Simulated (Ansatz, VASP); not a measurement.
## One calculation of KCl, two programs

Contents of INCAR:

```
PREC     = Accurate       # precision mode
ENCUT    = 520            # plane-wave cutoff, eV
EDIFF    = 1E-7           # SCF threshold, eV
ISMEAR   = 0              # smearing method
SIGMA    = 0.01           # smearing width, eV
LREAL    = False          # projectors in reciprocal space
LASPH    = True           # aspherical terms in the spheres
NELM     = 80             # most SCF steps
ALGO     = Normal         # electronic algorithm
ISIF     = 2              # what is computed and relaxed
LWAVE    = False          # write WAVECAR
LCHARG   = True           # write CHGCAR
GGA      = CA             # functional
LELF     = True           # ELF
LVHAR    = True         
NBANDS   = 15             # bands
```

Contents of KPOINTS:

```
Automatic mesh
0
Gamma
  6 6 6
```

POSCAR

```
KCl
1.0
    0.0000000000      3.4573000000      3.4573000000
    3.4573000000      0.0000000000      3.4573000000
    3.4573000000      3.4573000000      0.0000000000
K Cl
1 1
Direct
    0.0000000000      0.0000000000      0.0000000000
    0.2500000000      0.2500000000      0.2500000000
```

Input for Ansatz:

```yaml
crystal:
  lattice:
    - [0.0, 3.4573, 3.4573]
    - [3.4573, 0.0, 3.4573]
    - [3.4573, 3.4573, 0.0]
  atoms:
    - { symbol: K, position: [0.0, 0.0, 0.0] }
    - { symbol: Cl, position: [0.25, 0.25, 0.25] }
basis:
  ecutwfc: 420
kpoints:
  mp_grid: { grid: [6, 6, 6] }
hamiltonian:
  xc: lda
scf:
  occupations: { method: gaussian, width: 0.01 }
  n_extra_bands: 12
output:
  eigenvalues: true
  optics: { e_range: [0, 14], sigma: 0.1, nscf_kmesh: { grid: [10, 10, 10] } }
```

Alike in both runs: task single point; functional LDA; k mesh 6 × 6 × 6; occupations gaussian, width 0.01 eV; no spin polarisation.

```csv
,VASP,Ansatz
version,VASP 6.6.1,Ansatz 0.2.0
potentials or method,"VASP PAW LDA potentials, release 64 (K_sv, Cl)","scalar-relativistic, plane waves, PAW"
plane-wave cutoff (eV),520,420
valence electrons in the cell,16,16
```

Ansatz gave:

```
gap on the k mesh at the Fermi level (eV) : 4.53
least direct gap on the mesh (eV)         : 4.59
```

Problem. Which values does VASP return?

Solution. gap on the k mesh at the Fermi level (eV): 4.54; least direct gap on the mesh (eV): 4.60.

A k mesh can miss the band edges.
